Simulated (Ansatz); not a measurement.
Runs of Ansatz 0.2.0 on H. Symmetry: P4/mmm, No. 123, tetragonal system. Conventional cell: a = 2.650 Å, b = 2.650 Å, c = 0.980 Å, α = 90.00°, β = 90.00°, γ = 90.00°. H (site symmetry 4/mmm) is surrounded by 2 H at 0.98 Å. 

| level | pressure (GPa) | relaxed volume (Å³/atom) |
| --- | --- | --- |
| PBEsol+D3(BJ) | 0.0 | 7.74 |
| PBEsol | 0.0 | (a) |
| PBEsol+D4 | 0.0 | 7.83 |
| PBEsol+D3(BJ)-ATM | 0.0 | 8.06 |

Alike in all rows: task relaxation of cell and atoms; potentials or basis Ansatz PAW; no spin polarisation; cell relaxed; k mesh 10 × 10 × 26; cutoff (eV) 420; smearing fermi-dirac 0.05 eV.

Estimate the missing entries.

(a) 10.26.

Caveats: the plane-wave basis is chosen anew once the cell has moved, so the energies of steps on either side of that aren't comparable; the volume moved by over 15 % at a fixed basis, so the end points are rough (some runs).
